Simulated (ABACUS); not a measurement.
Set up this calculation in ABACUS 3.10.1, as the native input.

| Quantity | Value |
| --- | --- |
| Task | band structure |
| Functional | r2SCAN |
| Potentials or basis | SG15 ONCV 1.2 PBE |
| Cutoff | 1034 eV |
| Density cutoff | 4136 eV |
| Basis | plane waves |
| Occupations | fermi-dirac, width 0.05 eV |
| Spin | no spin polarisation |
| Radial cutoff of the potentials (pseudo_rcut) | 7 bohr |
| Threshold of the eigensolver | 1e-07 Ry |
| Density | read from an earlier self-consistent run |
| Path | G-H-N-G-P-H, P-N |
| Points for each segment of the path | 10 |
| SCF threshold on the density | 1e-08 |
| Max SCF steps | 100 |
| Eigensolver | dav |
| Mixing | broyden |
| Mixing share | 0.7 |
| Symmetry key | -1 |
| Bands | 18 |

The system is Bi.

```
CELL_PARAMETERS angstrom
-1.98143 1.98143 1.98143
1.98143 -1.98143 1.98143
1.98143 1.98143 -1.98143
ATOMIC_POSITIONS crystal
Bi 0.00000 0.00000 0.00000
```

This isn't the form of Bi at room conditions, which is rhombohedral.

The input as run:

INPUT

```
INPUT_PARAMETERS
suffix              Bi
calculation         nscf
basis_type          pw
pseudo_dir          ./
symmetry            -1
dft_functional      MGGA_X_R2SCAN+MGGA_C_R2SCAN
ecutwfc             76.0
pseudo_rcut         7
nspin               1
nbands              18
ks_solver           dav
smearing_method     fd
smearing_sigma      0.00367493
scf_thr             1e-08
scf_nmax            100
mixing_type         broyden
mixing_beta         0.7
mixing_tau          1
init_chg            file
pw_diag_thr         1e-07
out_band            1
kpar                4
```

STRU

```
ATOMIC_SPECIES
Bi 208.9804 Bi_ONCV_PBE-1.2.upf

LATTICE_CONSTANT
6.4854235633

LATTICE_VECTORS
-0.5773502692 0.5773502692 0.5773502692
0.5773502692 -0.5773502692 0.5773502692
0.5773502692 0.5773502692 -0.5773502692

ATOMIC_POSITIONS
Cartesian

Bi
0.0
1
0.0000000000 0.0000000000 0.0000000000 1 1 1
```

KPT

```
K_POINTS
8
Line
0.00000000 0.00000000 0.00000000 10 // G
0.50000000 -0.50000000 0.50000000 10 // H
0.00000000 0.00000000 0.50000000 10 // N
0.00000000 0.00000000 0.00000000 10 // G
0.25000000 0.25000000 0.25000000 10 // P
0.50000000 -0.50000000 0.50000000 1 // H
0.25000000 0.25000000 0.25000000 10 // P
0.00000000 0.00000000 0.50000000 1 // N
```

Potentials or basis: SG15 ONCV 1.2 PBE, plane waves.

Command:

```console
$ OMP_NUM_THREADS=1 mpirun -np 4 abacus > log
```

It took 16 s on 4 MPI ranks on Intel(R) Xeon(R) Platinum 8223CL CPU @ 3.00GHz (Skylake/Cascade Lake), with other jobs on the host, peak memory 0.36 GiB a rank.
